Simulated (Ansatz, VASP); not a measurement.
Ni in VASP and in Ansatz

File INCAR:

```
PREC     = Accurate       # precision mode
ENCUT    = 520            # plane-wave cutoff, eV
EDIFF    = 1E-7           # SCF threshold, eV
ISMEAR   = -1             # smearing method
SIGMA    = 0.05           # smearing width, eV
LREAL    = False          # projectors in reciprocal space
LASPH    = True           # aspherical terms in the spheres
NELM     = 150            # most SCF steps
ALGO     = Normal         # electronic algorithm
ISIF     = 2              # what is computed and relaxed
LWAVE    = False          # write WAVECAR
LCHARG   = False          # write CHGCAR
ISPIN    = 2              # spin polarisation
MAGMOM   = 1              # initial moments
LORBIT   = 11             # projections on sites
LMAXMIX  = 4              # l up to which the mixer works
GGA      = CA             # functional
```

KPOINTS

```
Automatic mesh
0
Gamma
  13 13 13
```

The input POSCAR:

```
Ni
1.0
    0.0000000000      1.7375729330      1.7375729330
    1.7375729330      0.0000000000      1.7375729330
    1.7375729330      1.7375729330      0.0000000000
Ni
1
Direct
    0.0000000000      0.0000000000      0.0000000000
```

Contents of KPOINTS_OPT:

```
path GXWKGLUWLK,UX
20
line-mode
reciprocal
 0.0000000000  0.0000000000  0.0000000000  G
 0.5000000000  0.0000000000  0.5000000000  X

 0.5000000000  0.0000000000  0.5000000000  X
 0.5000000000  0.2500000000  0.7500000000  W

 0.5000000000  0.2500000000  0.7500000000  W
 0.3750000000  0.3750000000  0.7500000000  K

 0.3750000000  0.3750000000  0.7500000000  K
 0.0000000000  0.0000000000  0.0000000000  G

 0.0000000000  0.0000000000  0.0000000000  G
 0.5000000000  0.5000000000  0.5000000000  L

 0.5000000000  0.5000000000  0.5000000000  L
 0.6250000000  0.2500000000  0.6250000000  U

 0.6250000000  0.2500000000  0.6250000000  U
 0.5000000000  0.2500000000  0.7500000000  W

 0.5000000000  0.2500000000  0.7500000000  W
 0.5000000000  0.5000000000  0.5000000000  L

 0.5000000000  0.5000000000  0.5000000000  L
 0.3750000000  0.3750000000  0.7500000000  K

 0.6250000000  0.2500000000  0.6250000000  U
 0.5000000000  0.0000000000  0.5000000000  X
```

File input.yaml:

```yaml
crystal:
  lattice:
    - [0.0, 1.737572933, 1.737572933]
    - [1.737572933, 0.0, 1.737572933]
    - [1.737572933, 1.737572933, 0.0]
  atoms:
    - { symbol: Ni, position: [0.0, 0.0, 0.0], spin: 1.0 }
hamiltonian:
  xc: lda
  pseudopotentials: { kind: paw }
magnetization:
  spin_polarized: true
kpoints:
  mp_grid: { grid: [13, 13, 13] }
  band_path:
    path:
      - [[0.0, 0.0, 0.0], [0.5, 0.0, 0.5], [0.5, 0.25, 0.75], [0.375, 0.375, 0.75], [0.0, 0.0, 0.0], [0.5, 0.5, 0.5], [0.625, 0.25, 0.625], [0.5, 0.25, 0.75], [0.5, 0.5, 0.5], [0.375, 0.375, 0.75]]
      - [[0.625, 0.25, 0.625], [0.5, 0.0, 0.5]]
    npoints: 14
scf:
  occupations: { method: fermi_dirac, width: 0.05 }
  n_extra_bands: 6
output:
  forces: true
  stress: true
  eigenvalues: true
  fatbands: false
  write_density: true
  write_potential: true
  elf: true
  volumetric_format: npy
```

Alike in both runs: task band structure; functional LDA; k mesh 13 × 13 × 13; occupations fermi-dirac, width 0.05 eV; collinear spin, ferromagnetic start.

|  | VASP | Ansatz |
| --- | --- | --- |
| version | VASP 6.6.1 | Ansatz 0.2.0 |
| potentials or method | VASP PAW LDA potentials, release 64 (Ni) | Ansatz PAW |
| plane-wave cutoff (eV) | 520 | 420 |
| valence electrons in the cell | 10 | 18 |

```tsv
	VASP	Ansatz	Ansatz less VASP
gap on the k mesh at the Fermi level (eV)	none	none	-
pressure (GPa)	-10.1	-10.2	-0.08
net moment per atom (μB)	0.62	0.62	+0.007
size of the moment on the site where the two differ most (μB)	0.62	0.65	+0.032
```

Site moments also hang on the region over which each program counts them. A gap of «none» marks a metal or a gap that the smearing closes. The two sets of potentials don't hold the same shells in valence.

Caveats: the PAW data sets come from PBE, with cores solved anew for the run's functional, which leaves a small shift of forces and pressure (Ansatz).
